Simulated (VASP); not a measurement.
Input of a VASP 6.6.1 run:

Contents of INCAR:

```
ALGO = Normal
EDIFF = 1E-6
EDIFFG = -0.005
ENCUT = 600
GGA = CA
IBRION = 2
ISIF = 3
ISMEAR = 1
LASPH = T
LCHARG = F
LREAL = F
LWAVE = F
NELM = 120
NSW = 40
PREC = Accurate
SIGMA = 0.1
```

KPOINTS

```
k-points
0
Gamma
  18 18 10
```

POSCAR

```
Re
1.0
    2.7600000000      0.0000000000      0.0000000000
   -1.3800000000      2.3902301100      0.0000000000
    0.0000000000      0.0000000000      4.4500000000
Re
2
Direct
    0.3333333300      0.6666666700      0.2500000000
    0.6666666700      0.3333333300      0.7500000000
```

Potentials or basis: VASP PAW LDA potentials, release 64 (Re).

Launch:

```console
$ cat potpaw_LDA.64/Re/POTCAR > POTCAR
$ mpirun -np 1 vasp_std > vasp.out
```

(1) Predict the space group after relaxing (to 0.05 Å).

(2) Predict the band gap on the k mesh.

(3) What does it give for the relaxed volume?

(4) Estimate the relaxed cell.

## Answers

(1) P6_3/mmc (No. 194).

(2) none (metal or under the smearing width).

(3) 14.39 Å³/atom.

(4) a = 2.741 Å, b = 2.741 Å, c = 4.421 Å, α = 90.00°, β = 90.00°, γ = 120.00°.
